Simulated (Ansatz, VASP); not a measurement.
**One calculation of W, two programs**

Contents of INCAR:

```
PREC = Accurate ; ENCUT = 520
EDIFF = 1E-8 ; ISMEAR = -1
SIGMA = 0.08 ; LREAL = F
LASPH = T ; NELM = 80
ALGO = Normal ; ISIF = 2
LWAVE = F ; LCHARG = F
GGA = PE ; LEFG = T
NBANDS = 13
```

File KPOINTS:

```
Automatic mesh
0
Gamma
  14 14 14
```

File POSCAR:

```
W
1.0
   -1.5707514358      1.5707514358      1.5707514358
    1.5707514358     -1.5707514358      1.5707514358
    1.5707514358      1.5707514358     -1.5707514358
W
1
Direct
    0.0000000000      0.0000000000      0.0000000000
```

Input for Ansatz:

```yaml
crystal:
  lattice:
    - [-1.5707514358, 1.5707514358, 1.5707514358]
    - [1.5707514358, -1.5707514358, 1.5707514358]
    - [1.5707514358, 1.5707514358, -1.5707514358]
  atoms:
    - { symbol: W, position: [0.0, 0.0, 0.0] }
kpoints:
  mp_grid: { grid: [14, 14, 14] }
scf:
  occupations: { method: fermi_dirac, width: 0.08 }
hamiltonian:
  xc: pbe
  pseudopotentials: { kind: all_electron, datasets: crystal }
output:
  forces: true
  stress: true
  eigenvalues: true
  efg: { contact_densities: true }
```

Change from the starting cell: volume scaled by 0.96, crystal datasets.

Alike in both runs: task electric field gradients; functional PBE; k mesh 14 × 14 × 14; occupations fermi-dirac, width 0.08 eV; no spin polarisation.

|  | VASP | Ansatz |
| --- | --- | --- |
| version | VASP 6.6.1 | Ansatz 0.2.0 |
| potentials or method | VASP PAW PBE potentials, release 64 (W_sv) | all-electron PAW with datasets made for the crystal, scalar-relativistic |
| plane-wave cutoff (eV) | 520 | see its input |

|  | VASP | Ansatz | Ansatz less VASP |
| --- | --- | --- | --- |
| pressure (GPa) | 14.1 | 13.4 | -0.64 |
| Vzz of the field gradient on the site that differs most (V/Å²) | 0.0 | 0.0 | 0.00 |

Ansatz ran all-electron here, so the differences hold the error of VASP's frozen core and of both bases. Ansatz warned: «gradients_without_spin_orbit».

The runs have no spin-orbit coupling, so splittings on W are missing.
